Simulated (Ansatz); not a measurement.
Space group Fddd:1 (No. 70). a = 4.762 Å, b = 8.182 Å, c = 8.496 Å, α = 90.00°, β = 90.00°, γ = 90.00°
| atom | site | symmetry | x | y | z |
| --- | --- | --- | --- | --- | --- |
| Ti | 8b | 222 | 0.7500 | 0.2500 | 0.2500 |
| Si | 16f | .2. | 0.7500 | 0.5862 | 0.2500 |

Equation of state of this TiSi2 structure (not necessarily the ground state), with shape and atoms relaxed at each volume where symmetry leaves them free. It has no gap at any of these volumes. The calculation used DFT PBEsol, scalar-relativistic, plane waves, PAW (Ansatz).

Settings: cutoff 420 eV, Γ-centred mesh 10×10×10 on the computed 6-atom cell, Gaussian smearing of 0.10 eV; no spin polarisation.

| V (Å³/atom) | E − E(largest V) (meV/atom) | P (GPa) |
| --- | --- | --- |
| 12.137 | 62.15 | 25.35 |
| 12.551 | 7.22 | 17.42 |
| 12.965 | -28.79 | 10.66 |
| 13.379 | -48.68 | 4.91 |
| 13.792 | -54.83 | 0.00 |
| 14.206 | -49.26 | -4.19 |
| 14.620 | -33.72 | -7.75 |
| 15.172 | 0.00 | -11.68 |

**Question.** Fit a third-order Birch–Murnaghan equation to E(V).

**Answer.** V0 = 13.79 Å³/atom, B0 = 151 GPa, B0' = 4.3.